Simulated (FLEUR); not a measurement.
## Pd: equation of state with LDA exchange alone (X-alpha)

Pd:

```
CELL_PARAMETERS angstrom
0.00000 1.94650 1.94650
1.94650 0.00000 1.94650
1.94650 1.94650 0.00000
ATOMIC_POSITIONS crystal
Pd 0.00000 0.00000 0.00000
```

```json
{
 "Program": "FLEUR MaX-R8.1 (later development tree)",
 "Task": "equation of state",
 "Functional": "LDA exchange alone (X-alpha)",
 "Potentials or basis": "all-electron",
 "Basis": "FLAPW",
 "Kmax": "4.15 1/bohr",
 "k mesh": "12 × 12 × 12",
 "Occupations": "fermi-dirac, width 0.05 eV",
 "Spin": "no spin polarisation"
}
```

The equilibrium volume is 14.79 Å³/atom. The bulk modulus is 200 GPa and the pressure derivative of the bulk modulus is 5.7 (rough: it moves with the points fitted).

Energy against volume, from the lowest point:
```tsv
volume (Å³/atom)	energy (meV/atom)
13.865	41.71
14.160	18.44
14.750	0.00
15.340	11.55
15.635	26.37
```
